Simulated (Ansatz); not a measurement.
# Al: course of a relaxation

Computed with Ansatz, DFT r2SCAN, scalar-relativistic, plane waves, PAW. (500 eV cutoff, 18×18×14 k-mesh, Gaussian smearing of 0.10 eV, no spin polarisation)

What was changed: uniaxial strain along c, with a, b and atoms relaxed: -4.5 %.

Command:

```bash
ansatz run input.yaml --threads 1 --pin off --max-ram 2560MiB --backend cpu --events-out ev --progress --plain --runs-dir out
```

Input:

```yaml
crystal:
  lattice:
    - [2.0187985059, 2.0187985059, 0.0]
    - [-2.0187985059, 2.0187985059, 0.0]
    - [0.0, 0.0, 3.8130087974]
  atoms:
    - { symbol: Al, position: [0.0, 0.0, 0.0] }
    - { symbol: Al, position: [0.5, 0.5, 0.5] }
basis:
  ecutwfc: 500
kpoints:
  mp_grid: { grid: [18, 18, 14] }
hamiltonian:
  xc: r2scan
scf:
  occupations: { method: gaussian, width: 0.1 }
output:
  forces: true
  stress: true
  eigenvalues: true
  write_density: true
  write_potential: true
  elf: true
  volumetric_format: npy
relax:
  adjacent_minimum: "off"
  f_tol: 0.008
  max_steps: 40
  cell: { stress_tol: 0.015, fix: [c, angles] }
```

F is the free energy. Steps run on the plane waves of an earlier cell, but the last one, and at times one on the way, on a freshly chosen basis, so a repeated geometry can differ a little in energy. The held parts of the cell keep their stress, so P needn't end at zero.

Steps:

```
step F − F(1) (eV) largest force component (eV/Å) V (Å³/atom) P (GPa)
   1         0.0000                           0.000       15.540     2.67
   2        -0.0027                           0.000       15.816     1.00
   3        -0.0027                           0.000       15.789     1.16
   4        -0.0028                           0.000       15.789     1.16
```

Relaxed structure:

```yaml
crystal:
  lattice:
    - [2.03487, 2.03487, 0.00000]
    - [-2.03487, 2.03487, 0.00000]
    - [0.00000, 0.00000, 3.81301]
  atoms:
    - { symbol: Al, position: [0.00000, 0.00000, 0.00000] }
    - { symbol: Al, position: [0.50000, 0.50000, 0.50000] }
```

It takes space group I4/mmm (No. 139, tetragonal). Conventional cell: a = 2.878 Å, b = 2.878 Å, c = 3.813 Å, α = 90.00°, β = 90.00°, γ = 90.00°. Around Al (site symmetry 4/mmm) lie 12 Al at 2.79 to 2.88 Å.

The run converged. The run took 46 s on 1 thread of Arm Neoverse V2 (shared host), peak memory 0.51 GiB.